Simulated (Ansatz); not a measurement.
A generator proposed this cell of HfSiO4.

```yaml
crystal:
  lattice:
    - [0.00000, 3.28791, 3.28791]
    - [3.28791, 0.00000, 3.28791]
    - [3.28791, 3.28791, 0.00000]
  atoms:
    - { symbol: Hf, position: [0.00000, 0.00000, 0.00000] }
    - { symbol: Si, position: [0.75000, 0.75000, 0.75000] }
    - { symbol: O, position: [0.87500, 0.37500, 0.87500] }
    - { symbol: O, position: [0.87500, 0.87500, 0.37500] }
    - { symbol: O, position: [0.87500, 0.87500, 0.87500] }
    - { symbol: O, position: [0.37500, 0.87500, 0.87500] }
```

Theory: DFT PBE, scalar-relativistic, plane waves, PAW in Ansatz 0.2.0. Plane waves to 420 eV, a k mesh through Γ of 4×4×4 on the computed 6-atom cell and Gaussian smearing (0.10 eV); no spin polarisation.

Energies over the elements count from the elements' standard structures at the same level (O₂ as a molecule), with no fitted energy shifts.

Problem. What does a single point on this coarse mesh give?

Solution. The pressure is 292.0 GPa (it wants to expand), the largest force is 38.77 eV/Å, and the energy is +4.04 eV/atom against the elements. The shortest distance is 1.42 Å, so close that the PAW spheres overlap strongly and these values are rough.

Problem. Is it a good guess?

Solution. A poor one: relaxing gains about 7.1 eV/atom in 16 ionic steps and ends at −3.027 eV/atom on the finer mesh. The symmetry stays F-43m (No. 216). The volume per atom grows by 97.9 %, from 11.8 to 23.4 Å³. The shortest distance goes from 1.42 Å (Hf–O and Si–O) to 1.63 Å (Si–O). Conventional cell: a = 8.256 Å. Around Hf lie 4 O at 1.94 Å; around Si lie 4 O at 1.63 Å; O has 1 Si at 1.63 Å and 1 Hf at 1.94 Å.

The last run used a 6×6×6 mesh for its 6-atom cell and Gaussian smearing of 0.02 eV. These runs have no spin–orbit coupling, which can matter for Hf. The relaxation can't lower the symmetry of the start, and the grade says only how near the guess is to its own end. Symmetry constrained the relaxation, so the result can be a saddle point.
